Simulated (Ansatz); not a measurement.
The system is MnO2.

```
Mn O
1.0
     2.85496    0.00000    0.00000
    -1.42748    2.47246    0.00000
     0.00000    0.00000   10.22174
Mn O
2 4
Direct
  0.00000 0.00000 0.50000
  0.00000 0.00000 0.00000
  0.66667 0.33333 0.40686
  0.66667 0.33333 0.09314
  0.33333 0.66667 0.59314
  0.33333 0.66667 0.90686
```

Measurements of this composition are mostly on another form, of space group No. 136.

| Item | Value |
| --- | --- |
| Program | Ansatz 0.2.0 |
| Task | relaxation of cell and atoms |
| Functional | PBEsol |
| Potentials or basis | Ansatz PAW |
| Cutoff | 420 eV (not typed: the program's choice for these potentials) |
| k mesh | 11 × 11 × 3 |
| Occupations | fermi-dirac, width 0.05 eV |
| Spin | collinear spin, ferromagnetic start |
| Starting moments | [4.0, 4.0, 0.0, 0.0, 0.0, 0.0] μB |
| Hubbard terms | Mn d U = 5 eV |

At the start: volume 12.03 Å³/atom.

Problem. How do energy, volume and symmetry change on relaxing?

Solution. It ends after 26 steps and the volume is 13.51 Å³/atom (+12.3 %); space group P6_3/mmc (No. 194, to 0.05 Å); moment 6.00 μB per cell.

Step by step:
| step | energy change (eV) | largest force (eV/Å) | volume (Å³) |
| --- | --- | --- | --- |
| 1 | 0.0000 | 0.1829 | 72.15 |
| 2 | -0.0184 | 0.1723 | 74.52 |
| 3 | -0.0225 | 0.0296 | 75.24 |
| 4 | -0.0227 | 0.0011 | 75.22 |
| 5 | -0.0400 | 0.0017 | 75.22 |
| 6 | -0.0372 | 0.0094 | 76.18 |
| 7 | -0.0339 | 0.0038 | 76.90 |
| 8 | -0.0435 | 0.0038 | 76.90 |
| 9 | -0.0410 | 0.0004 | 77.61 |
| 10 | -0.0382 | 0.0015 | 78.21 |
| 11 | -0.0451 | 0.0017 | 78.21 |
| 12 | -0.0420 | 0.0002 | 78.98 |
| 13 | -0.0412 | 0.0002 | 79.16 |
| 14 | -0.0460 | 0.0001 | 79.16 |
| 15 | -0.0433 | 0.0017 | 79.80 |
| 16 | -0.0464 | 0.0016 | 79.80 |
| 17 | -0.0441 | 0.0025 | 80.34 |
| 18 | -0.0449 | 0.0000 | 80.16 |
| 19 | -0.0465 | 0.0001 | 80.16 |
| 20 | -0.0452 | 0.0007 | 80.46 |
| 21 | -0.0467 | 0.0006 | 80.46 |
| 22 | -0.0456 | 0.0007 | 80.74 |
| 23 | -0.0468 | 0.0008 | 80.74 |
| 24 | -0.0455 | 0.0010 | 81.06 |
| 25 | -0.0468 | 0.0010 | 81.06 |
| 26 | -0.0468 | 0.0010 | 81.06 |

Final structure:
```xyz
6
Lattice="2.8974 0.0000 0.0000 -1.4487 2.5092 0.0000 0.0000 0.0000 11.1493" Properties=species:S:1:pos:R:3 pbc="T T T"
Mn    0.0000    0.0000    5.5746
Mn    0.0000    0.0000    0.0000
O     1.4487    0.8364    4.6289
O     1.4487    0.8364    0.9457
O     0.0000    1.6728    6.5204
O     0.0000    1.6728   10.2035
```

Caveat: the magnetic or orbital state may not be the lowest; the plane-wave basis is chosen anew once the cell has moved, so the energies of steps on either side of that aren't comparable; the pressure holds a Pulay correction of +0.7 GPa for the finite cutoff; only a ferromagnetic start was run, and an antiferromagnetic order may lie lower in energy; the PAW data sets come from PBE, with cores solved anew for the run's functional, which leaves a small shift of forces and pressure.
